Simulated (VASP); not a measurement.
# WS2 (R3m) in VASP: notebook

The runs below take WS2 through single point, with HSE06.

All numbers are computed with VASP 6.6.1; they aren't measurements. Logs are shortened: lines on timing, memory, paths and dates and some standing lists are left out, and cuts for length are marked.

## (1) The crystal as given

Symmetry: R3m, No. 160, trigonal system. The conventional cell has a = 3.158 Å, b = 3.158 Å, c = 18.490 Å, α = 90.00°, β = 90.00°, γ = 120.00°. Around W (site symmetry 3m) lie 6 S at 2.39 to 2.42 Å. S (site symmetry 3m) has 3 W at 2.42 Å as nearest neighbours. S (site symmetry 3m) has 3 W at 2.39 Å as nearest neighbours.

Measurements of this composition are mostly on another form, of space group No. 194.

## (2) Single point, HSE06

Input file POSCAR:

```
WS2
1.0
    1.5790000000      0.9116360751      6.1633333333
   -1.5790000000      0.9116360751      6.1633333333
    0.0000000000     -1.8232721501      6.1633333333
W S
1 2
Direct
    0.0000000000      0.0000000000      0.0000000000
    0.5810000000      0.5810000000      0.5810000000
    0.7503000000      0.7503000000      0.7503000000
```

Input file INCAR.step1:

```
ALGO = Normal ; EDIFF = 1E-5
ENCUT = 500 ; GGA = PE
ISIF = 2 ; ISMEAR = 0
LASPH = True ; LCHARG = False
LREAL = False ; LWAVE = True
NBANDS = 21 ; NELM = 100
NKRED = 1 ; PREC = Accurate
SIGMA = 0.01
```

Input file INCAR.step2:

```
ALGO = Normal ; EDIFF = 1E-6
ENCUT = 500 ; GGA = PE
HFSCREEN = 0.2 ; ISIF = 2
ISMEAR = 0 ; ISTART = 1
LASPH = True ; LCHARG = False
LHFCALC = True ; LREAL = False
LWAVE = False ; NBANDS = 21
NELM = 100 ; NKRED = 1
PREC = Accurate ; PRECFOCK = Fast
SIGMA = 0.01
```

Input file KPOINTS:

```
k-points
0
Gamma
  3 3 3
```

Potentials or basis: VASP PAW PBE potentials, release 64 (W_sv, S).

Started as:

```sh
$ cat potpaw_PBE.64/W_sv/POTCAR potpaw_PBE.64/S/POTCAR > POTCAR
$ cp INCAR.step1 INCAR
$ mpirun -np 1 vasp_std > vasp.out
$ cp INCAR.step2 INCAR
$ mpirun -np 1 vasp_std > vasp.out
```

OUTCAR:

```text
EDIFF = 1E-6
   ENCUT = 500
   GGA = PE
   HFSCREEN = 0.2
   ISIF = 2
   ISMEAR = 0
   ISTART = 1
   LASPH = True
   LHFCALC = True
   LREAL = False
   NELM = 100
   NKRED = 1
   PREC = Accurate
   PRECFOCK = Fast

 Found      6 irreducible k-points:

 Following reciprocal coordinates:
            Coordinates               Weight
  0.000000  0.000000  0.000000      1.000000
  0.333333  0.000000  0.000000      6.000000
  0.333333  0.333333  0.000000      6.000000
 -0.333333  0.333333  0.000000      6.000000
  0.333333  0.333333  0.333333      2.000000
 -0.333333  0.333333  0.333333      6.000000
   k-points           NKPTS =      6   k-points in BZ     NKDIM =     27   number of bands    NBANDS=     21
   number of dos      NEDOS =    301   number of ions     NIONS =      3
   total plane-waves  NPLWV = 110592
   dimension x,y,z NGX =    48 NGY =   48 NGZ =   48
   dimension x,y,z NGXF=    96 NGYF=   96 NGZF=   96
   ions per type =               1   2
   NGX,Y,Z   is equivalent  to a cutoff of  12.42, 12.42, 12.42 a.u.
   NGXF,Y,Z  is equivalent  to a cutoff of  24.83, 24.83, 24.83 a.u.
 SYSTEM =  unknown system
   PREC   = accura    normal or accurate (medium, high low for compatibility)
   ISTART =      1    job   : 0-new  1-cont  2-samecut
   ICHARG =      0    charge: 1-file 2-atom 10-const
   ISPIN  =      1    spin polarized calculation?
   LNONCOLLINEAR =      F non collinear calculations
   LSORBIT =      F    spin-orbit coupling
   LASPH  =      T    aspherical Exc in radial PAW
   ENCUT  =  500.0 eV  36.75 Ry    6.06 a.u.  11.72 11.72 11.72*2*pi/ulx,y,z
   NELM   =    100;   NELMIN=  2; NELMDL=  0     # of ELM steps
   EDIFF  = 0.1E-05   stopping-criterion for ELM
   LREAL  =      F    real-space projection
   EDIFFG = 0.1E-04   stopping-criterion for IOM
   NSW    =      0    number of steps for IOM
   IBRION =     -1    ionic relax: 0-MD 1-quasi-New 2-CG
   NFREE  =      0    steps in history (QN), initial steepest desc. (CG)
   ISIF   =      2    stress and relaxation
   ISYM   =      3    0-nonsym 1-usesym 2-fastsym
   POTIM  = 0.5000    time-step for ionic-motion
   TEBEG  =    0.0;   TEEND  =   0.0 temperature during run
   PSTRESS=    0.0 pullay stress
   NELECT =      26.0000    total number of electrons
   NUPDOWN=      -1.0000    fix difference up-down
   EMIN   =  10.00;   EMAX   =-10.00  energy-range for DOS
   EFERMI =   0.00;   METHOD = LEGACY
   ISMEAR =     0;   SIGMA  =   0.01  broadening in eV -4-tet -1-fermi 0-gaus
   EFERMI_NEDOS =   21; number of points for ismear=-14 and -15
   IALGO  =     38    algorithm
   IMIX   =      1    mixing-type and parameters
     AMIX     =   0.40;   BMIX     =  1.00
     AMIX_MAG =   1.60;   BMIX_MAG =  1.00
  volume/ion in A,a.u.               =      17.74       119.74
  Fermi-wavevector in a.u.,A,eV,Ry     =   1.289266  2.436359 22.615687  1.662206
  Thomas-Fermi vector in A             =   2.421169
   LORBIT       =      0    0 simple, 1 ext, 2 COOP (PROOUT), +10 PAW based schemes
   GGA     = PE    functional components
   LHFCALC =     T    Hartree Fock is set to
   PRECFOCK=fast      Normal, Fast or Accurate (Low or Medium for compatibility)
   ENCUT4O =  -1.0   cutoff for four orbital integrals eV
   NKREDX  =     1    reduce k-point grid by
   NKREDY  =     1    reduce k-point grid by
   NKREDZ  =     1    reduce k-point grid by
   AEXX    =    0.2500 exact exchange contribution
   HFSCREEN=    0.2000 screening length (either q_TF or 0.3 A-1)
   HFSCREENC=   0.2000 screening length for correlation (either q_TF or 0.3 A-1)
   ENCUTFOCK=  -1.0 apply spherical cutoff to Coloumb kernel
   IVDW    =     0    specifies the selected vdW correction
   LEPSILON=     F    determine dielectric tensor
   LRPA    =     F    only Hartree local field effects (RPA)
 non-spin polarized calculation
 Gauss-broadening in eV      SIGMA  =   0.01
  energy-cutoff  :      500.00
  volume of cell :       53.23
 maximum number of plane-waves:      1361
  NGX = 28; NGY = 28; NGZ = 28

 number of electron      26.0000001 magnetization

 Free energy of the ion-electron system (eV)
  ---------------------------------------------------
  ext. energy  EPLUGINS =         0.00000000
  ---------------------------------------------------
  free energy    TOTEN  =       -28.14026048 eV

  energy without entropy =      -28.14026048  energy(sigma->0) =      -28.14026048

 E-fermi :   7.0800     XC(G=0):  -9.0073

 val. band max:        6.9665169826   @ k =   0.3333   0.3333   0.3333
 cond. band min:       9.0284384301   @ k =  -0.3333   0.3333   0.0000
 fundamental gap:      2.0619214475
 Fermi energy:         7.0800194934

 k-point     1 :       0.0000    0.0000    0.0000
  band No.  band energies     occupation
      1     -71.4519      2.00000
      2     -34.3154      2.00000
      3     -34.0252      2.00000
      4     -34.0252      2.00000
      5     -10.2445      2.00000
      6      -8.0789      2.00000
[... 13 lines left out ...]
     20      16.5806      0.00000
     21      18.2942      0.00000

 k-point     2 :       0.3333    0.0000    0.0000
  band No.  band energies     occupation
      1     -71.4339      2.00000
      2     -34.3603      2.00000
      3     -34.2550      2.00000
      4     -34.1010      2.00000
      5      -8.5351      2.00000
      6      -7.5949      2.00000
[... 13 lines left out ...]
     20      15.9575      0.00000
     21      18.7070      0.00000

 k-point     3 :       0.3333    0.3333    0.0000
  band No.  band energies     occupation
      1     -71.4339      2.00000
      2     -34.3603      2.00000
      3     -34.2549      2.00000
      4     -34.1010      2.00000
      5      -8.4726      2.00000
      6      -7.6833      2.00000
[... 13 lines left out ...]
     20      16.5862      0.00000
     21      18.3509      0.00000

 k-point     4 :      -0.3333    0.3333    0.0000
  band No.  band energies     occupation
      1     -71.4248      2.00000
      2     -34.3449      2.00000
      3     -34.3188      2.00000
      4     -34.2249      2.00000
      5      -7.3624      2.00000
      6      -7.2412      2.00000
[... 13 lines left out ...]
     20      17.1557      0.00000
     21      19.0661      0.00000

 k-point     5 :       0.3333    0.3333    0.3333
  band No.  band energies     occupation
      1     -71.4519      2.00000
      2     -34.3154      2.00000
      3     -34.0252      2.00000
      4     -34.0252      2.00000
      5     -10.0653      2.00000
      6      -8.4314      2.00000
[... 13 lines left out ...]
     20      17.5117      0.00000
     21      18.1235      0.00000

 k-point     6 :      -0.3333    0.3333    0.3333
  band No.  band energies     occupation
      1     -71.4339      2.00000
      2     -34.3603      2.00000
      3     -34.2550      2.00000
      4     -34.1010      2.00000
      5      -8.3535      2.00000
      6      -7.8287      2.00000
[... 13 lines left out ...]
     20      17.1160      0.00000
     21      18.0167      0.00000

------------------------ aborting loop because EDIFF is reached ----------------------------------------

  FORCE on cell =-STRESS in cart. coord.  units (eV):
  Direction    XX          YY          ZZ          XY          YZ          ZX
  --------------------------------------------------------------------------------------
  -------------------------------------------------------------------------------------
  Total       -0.1112374     -0.1112374     -0.3893173      0.0000000     -0.0000000      0.0000000
  in kB       -3.3480427     -3.3480427    -11.7177365      0.0000000     -0.0000000      0.0000000
  external PRESSURE =      -6.1379406 kB  Pullay stress =       0.0000000 kB

 VOLUME and BASIS-vectors are now :
 -----------------------------------------------------------------------------
  energy-cutoff  :      500.00
  volume of cell :       53.23
      direct lattice vectors                 reciprocal lattice vectors
     1.579000000  0.911636075  6.163333333     0.316656111  0.182821491  0.054083288
    -1.579000000  0.911636075  6.163333333    -0.316656111  0.182821491  0.054083288
     0.000000000 -1.823272150  6.163333333     0.000000000 -0.365642982  0.054083288

 POSITION                                       TOTAL-FORCE (eV/Angst)
 -----------------------------------------------------------------------------------
      0.00000      0.00000      0.00000         0.000000     -0.000000     -0.640490
      0.00000      0.00000     10.74269         0.000000      0.000000      0.889749
      0.00000      0.00000     13.87305         0.000000     -0.000000     -0.249260
 -----------------------------------------------------------------------------------
    total drift:                                0.000002     -0.000014      0.000035

  FREE ENERGIE OF THE ION-ELECTRON SYSTEM (eV)
  ---------------------------------------------------
  free  energy   TOTEN  =       -28.1402604773 eV

  energy  without entropy=      -28.1402604773  energy(sigma->0) =      -28.14026048
```

It took 7.1 min on 1 thread of AMD EPYC 9R45 (Zen 5), shared host; peak memory 0.39 GiB.

The run converged, but some of its settings lie outside the range that counts as converged, so its numbers aren't taken as properties of the crystal.

Results:

* Free energy: -28.1403 eV
* Pressure: -0.6 GPa
* Largest force: 0.890 eV/Å
* Band gap on the k mesh: 2.06 eV, indirect (least direct gap 2.60 eV)

Caveat: the k mesh is coarse (spacing up to 0.77 Å⁻¹), so the values aren't converged, least of all with exact exchange; the PAW data sets were made with another functional, which shifts forces and pressure a little; spin-orbit coupling is left out, which moves the levels of the heavy elements; an odd mesh through Γ misses points on the zone boundary, where band edges often lie.

## (3) Single point, HSE06

POSCAR is that of step 2.

Input file INCAR.step1:

```
ALGO = Normal ; EDIFF = 1E-5
ENCUT = 350 ; GGA = PE
ISIF = 2 ; ISMEAR = 0
LASPH = True ; LCHARG = False
LREAL = False ; LWAVE = True
NBANDS = 21 ; NELM = 100
NKRED = 2 ; PREC = Accurate
SIGMA = 0.01
```

Input file INCAR.step2:

```
ALGO = Normal ; EDIFF = 1E-6
ENCUT = 350 ; GGA = PE
HFSCREEN = 0.2 ; ISIF = 2
ISMEAR = 0 ; ISTART = 1
LASPH = True ; LCHARG = False
LHFCALC = True ; LREAL = False
LWAVE = False ; NBANDS = 21
NELM = 100 ; NKRED = 2
PREC = Accurate ; PRECFOCK = Fast
SIGMA = 0.01
```

Input file KPOINTS:

```
k-points
0
Gamma
  4 4 4
```

Potentials or basis: VASP PAW PBE potentials, release 64 (W_sv, S).

Started as:

```sh
$ cat potpaw_PBE.64/W_sv/POTCAR potpaw_PBE.64/S/POTCAR > POTCAR
$ cp INCAR.step1 INCAR
$ mpirun -np 1 vasp_std > vasp.out
$ cp INCAR.step2 INCAR
$ mpirun -np 1 vasp_std > vasp.out
```

It took 2.6 min on 1 thread of AMD EPYC 9R45 (Zen 5), shared host; peak memory 0.3 GiB.

These settings aren't checked as converged: the numbers below hold their error.

Results:

| Item | Value |
| --- | --- |
| Free energy | -28.6316 eV |
| Pressure | -1.9 GPa |
| Largest force | 0.780 eV/Å |
| Band gap on the k mesh | 2.24 eV, indirect (least direct gap 3.35 eV) |

Caveat: the k mesh is coarse (spacing up to 0.58 Å⁻¹), so the values aren't converged, least of all with exact exchange; the PAW data sets were made with another functional, which shifts forces and pressure a little; spin-orbit coupling is left out, which moves the levels of the heavy elements.

## (4) The reference run

An earlier run on the cell as given: functional PBEsol; potentials or basis VASP PAW PBE potentials, release 64 (W_sv, S); cutoff 520 eV; k mesh 10 × 10 × 10; occupations fermi-dirac, width 0.05 eV; no spin polarisation.

- Pressure: -0.5 GPa
- Largest force: 0.602 eV/Å
- Band gap on the k mesh: 1.03 eV, indirect (least direct gap 2.24 eV)
